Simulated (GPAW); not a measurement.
Crystal: AgBr.

```
Ag Br
1.0
     0.00000    2.87015    2.87015
     2.87015    0.00000    2.87015
     2.87015    2.87015    0.00000
Ag Br
1 1
Direct
  0.00000 0.00000 0.00000
  0.50000 0.50000 0.50000
```

* Program: GPAW 26.7.0
* Task: relaxation of cell and atoms
* Functional: PBE
* Potentials or basis: GPAW PAW data sets (gpaw-data 1.2.1)
* Cutoff: 600 eV
* Basis: pw
* k mesh: 8 × 8 × 8
* Occupations: fermi-dirac, width 0.05 eV
* Spin: no spin polarisation

At the start: pressure 2.5 GPa; volume 23.64 Å³/atom.

Question: How do energy, volume and symmetry change on relaxing?

Answer: Over 3 steps the energy falls by 10.0 meV/atom and the volume is 24.89 Å³/atom (+5.3 %); space group Fm-3m (No. 225, to 0.05 Å).

The path:
```
step  energy change (eV)  largest force (eV/Å)  pressure (GPa)  volume (Å³)
   1              0.0000                0.0000            2.50        47.29
   2             -0.0054                0.0000            2.10        47.66
   3             -0.0200                0.0000            0.16        49.79
```

Final structure:
```cif
data_structure
_symmetry_space_group_name_H-M 'P 1'
_symmetry_Int_Tables_number 1
_cell_length_a 4.1293
_cell_length_b 4.1293
_cell_length_c 4.1293
_cell_angle_alpha 60.000
_cell_angle_beta 60.000
_cell_angle_gamma 60.000
_cell_volume 49.79
loop_
_atom_site_label
_atom_site_type_symbol
_atom_site_fract_x
_atom_site_fract_y
_atom_site_fract_z
_atom_site_occupancy
Ag1 Ag 0.00000 0.00000 0.00000 1
Br1 Br 0.50000 0.50000 0.50000 1
```

Caveat: later steps reuse the first step's grids.
